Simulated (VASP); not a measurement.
# Tm in VASP: notebook, part 2 of 2

VASP 6.6.1.

## (3) Single point, PBE, collinear spin, ferromagnetic start

INCAR reads:

```
SYSTEM = Tm
  ADDGRID = .False.
  ALGO = Normal
  EDIFF = 1E-6
  ENCUT = 500
  GGA = PE
  ISIF = 2
  ISMEAR = 0
  ISPIN = 2
  LASPH = .True.
  LCHARG = .False.
  LMAXMIX = 6
  LORBIT = 11
  LREAL = .False.
  LWAVE = .False.
  MAGMOM = 2 2
  NBANDS = 34
  NELM = 100
  PREC = Accurate
  SIGMA = 0.1
```

KPOINTS reads:

```
k-points
0
Gamma
  6 6 4
  0 0 0
```

POSCAR reads:

```
Tm
1.0
    3.5375000000      0.0000000000      0.0000000000
   -1.7687500000      3.0635648659      0.0000000000
    0.0000000000      0.0000000000      5.5546000000
Tm
2
Direct
    0.6688770000      0.3485380000      0.7530920000
    0.3126680000      0.6408000000      0.2438310000
```

Potentials or basis: VASP PAW PBE potentials, release 64 (Tm).

Run with:

```
cat potpaw_PBE.64/Tm/POTCAR > POTCAR
mpirun -np 1 vasp_std > vasp.out
```

OUTCAR:

```text
SYSTEM = Tm
   EDIFF = 1E-6
   ENCUT = 500
   GGA = PE
   ISIF = 2
   ISMEAR = 0
   ISPIN = 2
   LASPH = .True.
   LORBIT = 11
   LREAL = .False.
   NELM = 100
   PREC = Accurate

 Found     76 irreducible k-points:

 Following reciprocal coordinates:
            Coordinates               Weight
  0.000000  0.000000  0.000000      1.000000
  0.166667 -0.000000  0.000000      2.000000
  0.000000  0.166667  0.000000      2.000000
 -0.166667  0.166667  0.000000      2.000000
  0.333333  0.000000  0.000000      2.000000
  0.000000  0.333333  0.000000      2.000000
   k-points           NKPTS =     76   k-points in BZ     NKDIM =     76   number of bands    NBANDS=     34
   number of dos      NEDOS =    301   number of ions     NIONS =      2
   total plane-waves  NPLWV =  32928
   dimension x,y,z NGX =    28 NGY =   28 NGZ =   42
   dimension x,y,z NGXF=    56 NGYF=   56 NGZF=   84
   ions per type =               2
   NGX,Y,Z   is equivalent  to a cutoff of  13.16, 13.16, 12.57 a.u.
   NGXF,Y,Z  is equivalent  to a cutoff of  26.32, 26.32, 25.14 a.u.
 SYSTEM =  Tm
   PREC   = accura    normal or accurate (medium, high low for compatibility)
   ISTART =      0    job   : 0-new  1-cont  2-samecut
   ICHARG =      2    charge: 1-file 2-atom 10-const
   ISPIN  =      2    spin polarized calculation?
   LNONCOLLINEAR =      F non collinear calculations
   LSORBIT =      F    spin-orbit coupling
   LASPH  =      T    aspherical Exc in radial PAW
   ENCUT  =  500.0 eV  36.75 Ry    6.06 a.u.   6.45  6.45 10.13*2*pi/ulx,y,z
   NELM   =    100;   NELMIN=  2; NELMDL= -5     # of ELM steps
   EDIFF  = 0.1E-05   stopping-criterion for ELM
   LREAL  =      F    real-space projection
   EDIFFG = 0.1E-04   stopping-criterion for IOM
   NSW    =      0    number of steps for IOM
   IBRION =     -1    ionic relax: 0-MD 1-quasi-New 2-CG
   NFREE  =      0    steps in history (QN), initial steepest desc. (CG)
   ISIF   =      2    stress and relaxation
   ISYM   =      2    0-nonsym 1-usesym 2-fastsym
   POTIM  = 0.5000    time-step for ionic-motion
   TEBEG  =    0.0;   TEEND  =   0.0 temperature during run
   PSTRESS=    0.0 pullay stress
   NELECT =      46.0000    total number of electrons
   NUPDOWN=      -1.0000    fix difference up-down
   EMIN   =  10.00;   EMAX   =-10.00  energy-range for DOS
   EFERMI =   0.00;   METHOD = LEGACY
   ISMEAR =     0;   SIGMA  =   0.10  broadening in eV -4-tet -1-fermi 0-gaus
   EFERMI_NEDOS =   21; number of points for ismear=-14 and -15
   IALGO  =     38    algorithm
   IMIX   =      4    mixing-type and parameters
     AMIX     =   0.40;   BMIX     =  1.00
     AMIX_MAG =   1.60;   BMIX_MAG =  1.00
  volume/ion in A,a.u.               =      30.10       203.12
  Fermi-wavevector in a.u.,A,eV,Ry     =   1.496702  2.828357 30.478640  2.240117
  Thomas-Fermi vector in A             =   2.608685
   LORBIT       =     11    0 simple, 1 ext, 2 COOP (PROOUT), +10 PAW based schemes
   GGA     = PE    functional components
   LHFCALC =     F    Hartree Fock is set to
   AEXX    =    0.0000 exact exchange contribution
   IVDW    =     0    specifies the selected vdW correction
   LEPSILON=     F    determine dielectric tensor
   LRPA    =     F    only Hartree local field effects (RPA)
 spin polarized calculation
 Gauss-broadening in eV      SIGMA  =   0.10
  energy-cutoff  :      500.00
  volume of cell :       60.20
 maximum number of plane-waves:      1556
 NGX is ok and might be reduce to    28

 number of electron      46.0000000 magnetization       2.1877894

 Free energy of the ion-electron system (eV)
  ---------------------------------------------------
  ext. energy  EPLUGINS =         0.00000000
  ---------------------------------------------------
  free energy    TOTEN  =        -7.98650370 eV

  energy without entropy =       -7.91470867  energy(sigma->0) =       -7.95060619

 E-fermi :   2.2438     XC(G=0): -10.2788

 val. band max:        2.2389365574   @ k =   0.0000  -0.1667   0.2500
 cond. band min:       2.2444908788   @ k =  -0.3333   0.5000   0.0000
 fundamental gap:      0.0055543214
 Fermi energy:         2.2438138192

 spin component 1

 k-point     1 :       0.0000    0.0000    0.0000
  band No.  band energies     occupation
      1     -48.1792      1.00000
      2     -48.1269      1.00000
      3     -21.7666      1.00000
      4     -21.2009      1.00000
      5     -21.1683      1.00000
      6     -21.0914      1.00000
[... 26 lines left out ...]
     33       8.4921      0.00000
     34       9.1844      0.00000

 k-point     2 :       0.1667   -0.0000    0.0000
  band No.  band energies     occupation
      1     -48.1699      1.00000
      2     -48.1242      1.00000
      3     -21.7091      1.00000
      4     -21.3035      1.00000
      5     -21.2126      1.00000
      6     -21.1922      1.00000
[... 26 lines left out ...]
     33       9.1170      0.00000
     34      10.2482      0.00000

 k-point     3 :       0.0000    0.1667    0.0000
  band No.  band energies     occupation
      1     -48.1706      1.00000
      2     -48.1235      1.00000
      3     -21.7168      1.00000
      4     -21.2836      1.00000
      5     -21.2345      1.00000
      6     -21.1997      1.00000
[... 26 lines left out ...]
     33       9.5555      0.00000
     34       9.7337      0.00000
[... 38 lines left out ...]
 k-point     5 :       0.3333    0.0000    0.0000
  band No.  band energies     occupation
      1     -48.1491      1.00000
      2     -48.1209      1.00000
      3     -21.5678      1.00000
      4     -21.5165      1.00000
      5     -21.4070      1.00000
      6     -21.2832      1.00000
[... 26 lines left out ...]
     33       9.6847      0.00000
     34      10.2710      0.00000

 k-point     6 :       0.0000    0.3333    0.0000
  band No.  band energies     occupation
      1     -48.1523      1.00000
      2     -48.1177      1.00000
      3     -21.6018      1.00000
      4     -21.5139      1.00000
      5     -21.3984      1.00000
      6     -21.2990      1.00000
[... 26 lines left out ...]
     33       9.9544      0.00000
     34      10.5417      0.00000

 [... further k-points ...]

 spin component 2

 k-point     1 :       0.0000    0.0000    0.0000
  band No.  band energies     occupation
      1     -47.6387      1.00000
      2     -47.5831      1.00000
      3     -21.4378      1.00000
      4     -20.8526      1.00000
      5     -20.8144      1.00000
      6     -20.7331      1.00000
[... 26 lines left out ...]
     33       8.5143      0.00000
     34       9.2179      0.00000

 k-point     2 :       0.1667   -0.0000    0.0000
  band No.  band energies     occupation
      1     -47.6288      1.00000
      2     -47.5803      1.00000
      3     -21.3769      1.00000
      4     -20.9611      1.00000
      5     -20.8620      1.00000
      6     -20.8433      1.00000
[... 26 lines left out ...]
     33       9.1496      0.00000
     34      10.2693      0.00000

 k-point     3 :       0.0000    0.1667    0.0000
  band No.  band energies     occupation
      1     -47.6295      1.00000
      2     -47.5795      1.00000
      3     -21.3849      1.00000
      4     -20.9368      1.00000
      5     -20.8881      1.00000
      6     -20.8480      1.00000
[... 26 lines left out ...]
     33       9.6008      0.00000
     34       9.7411      0.00000
[... 38 lines left out ...]
 k-point     5 :       0.3333    0.0000    0.0000
  band No.  band energies     occupation
      1     -47.6067      1.00000
      2     -47.5767      1.00000
      3     -21.2281      1.00000
      4     -21.1862      1.00000
      5     -21.0713      1.00000
      6     -20.9363      1.00000
[... 26 lines left out ...]
     33       9.7325      0.00000
     34      10.2974      0.00000

 k-point     6 :       0.0000    0.3333    0.0000
  band No.  band energies     occupation
      1     -47.6101      1.00000
      2     -47.5734      1.00000
      3     -21.2628      1.00000
      4     -21.1809      1.00000
      5     -21.0580      1.00000
      6     -20.9561      1.00000
[... 26 lines left out ...]
     33      10.0140      0.00000
     34      10.5847      0.00000

 [... further k-points ...]

------------------------ aborting loop because EDIFF is reached ----------------------------------------

  FORCE on cell =-STRESS in cart. coord.  units (eV):
  Direction    XX          YY          ZZ          XY          YZ          ZX
  --------------------------------------------------------------------------------------
  -------------------------------------------------------------------------------------
  Total        1.1094921      0.6746741      1.6469210      0.0487014      0.0068747      0.0136673
  in kB       29.5296633     17.9567729     43.8335882      1.2962114      0.1829728      0.3637605
  external PRESSURE =      30.4400081 kB  Pullay stress =       0.0000000 kB

 VOLUME and BASIS-vectors are now :
 -----------------------------------------------------------------------------
  energy-cutoff  :      500.00
  volume of cell :       60.20
      direct lattice vectors                 reciprocal lattice vectors
     3.537500000  0.000000000  0.000000000     0.282685512  0.163208557  0.000000000
    -1.768750000  3.063564866  0.000000000     0.000000000  0.326417113  0.000000000
     0.000000000  0.000000000  5.554600000     0.000000000  0.000000000  0.180030965

 POSITION                                       TOTAL-FORCE (eV/Angst)
 -----------------------------------------------------------------------------------
      1.74968      1.06777      4.18312        -0.009079     -0.101060     -0.203929
     -0.02735      1.96313      1.35438         0.009079      0.101060      0.203929
 -----------------------------------------------------------------------------------
    total drift:                                0.000003     -0.000006     -0.000008

  FREE ENERGIE OF THE ION-ELECTRON SYSTEM (eV)
  ---------------------------------------------------
  free  energy   TOTEN  =        -7.9865037040 eV

  energy  without entropy=       -7.9147086731  energy(sigma->0) =       -7.95060619

 total charge

# of ion       s       p       d       f       tot
--------------------------------------------------
    1        2.221   5.945   0.425  12.480  21.071
    2        2.221   5.945   0.425  12.480  21.071
--------------------------------------------------
tot          4.442  11.890   0.850  24.961  42.142

 magnetization (x)

# of ion       s       p       d       f       tot
--------------------------------------------------
    1        0.003  -0.038  -0.059   1.312   1.218
    2        0.003  -0.038  -0.059   1.312   1.218
--------------------------------------------------
tot          0.005  -0.076  -0.119   2.625   2.435
```

Run time: 9.3 min. Hardware: 1 thread of Intel Xeon 6975P-C (Granite Rapids), shared host; peak memory 0.37 GiB.

These settings aren't checked as converged: the numbers below hold their error.

Results:

* Free energy: -7.9865 eV
* Pressure: 3.0 GPa
* Largest force: 0.228 eV/Å
* Band gap on the k mesh: none (metal or under the smearing width)
* Net moment: 2.19 μB per cell
* Site moments: Tm +1.22 μB
* Valence electrons inside the program's atomic spheres: Tm 21.07

Caveat: the magnetic or orbital state may not be the lowest; spin-orbit coupling is left out, which moves the levels of the heavy elements.

## (4) For comparison

An earlier run on the cell as given: functional PBE; potentials or basis VASP PAW PBE potentials, release 64 (Tm); cutoff 520 eV; k mesh 9 × 9 × 5; occupations fermi-dirac, width 0.05 eV; collinear spin, ferromagnetic start; starting moments [2.0, 2.0] μB.

* Pressure: 3.4 GPa
* Band gap on the k mesh: none (metal or under the smearing width)
* Net moment: 2.16 μB per cell
* Site moments: Tm +1.21 μB
* Valence electrons inside the program's atomic spheres: Tm 21.07
